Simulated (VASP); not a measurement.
Ta:

```
CELL_PARAMETERS angstrom
-1.65128 1.65128 1.65128
1.65128 -1.65128 1.65128
1.65128 1.65128 -1.65128
ATOMIC_POSITIONS crystal
Ta 0.00000 0.00000 0.00000
```

```yaml
Program: VASP 6.6.1
Task: relaxation of cell and atoms
Functional: LDA
Potentials_or_basis: VASP PAW LDA potentials, release 64 (Ta_pv)
Cutoff: 600 eV
k_mesh: 10 × 10 × 10
Occupations: fermi-dirac, width 0.05 eV
Spin: no spin polarisation
```

At the start: pressure -6.7 GPa; volume 18.01 Å³/atom.

Task: How do energy, volume and symmetry change on relaxing?

Result: Over 4 steps the energy falls by 12.2 meV/atom and the volume is 17.44 Å³/atom (-3.2 %); space group Im-3m (No. 229, to 0.05 Å).

The path:
```tsv
step	energy change (eV)	largest force (eV/Å)	pressure (GPa)	volume (Å³)
1	0.0000	0.0000	-6.71	18.01
2	0.0646	0.0000	19.47	16.12
3	-0.0122	0.0000	-0.24	17.46
4	-0.0122	0.0000	0.01	17.44
```

Final structure:
```
Ta
1.0
    -1.63373    1.63373    1.63373
     1.63373   -1.63373    1.63373
     1.63373    1.63373   -1.63373
Ta
1
Direct
  0.00000 0.00000 0.00000
```
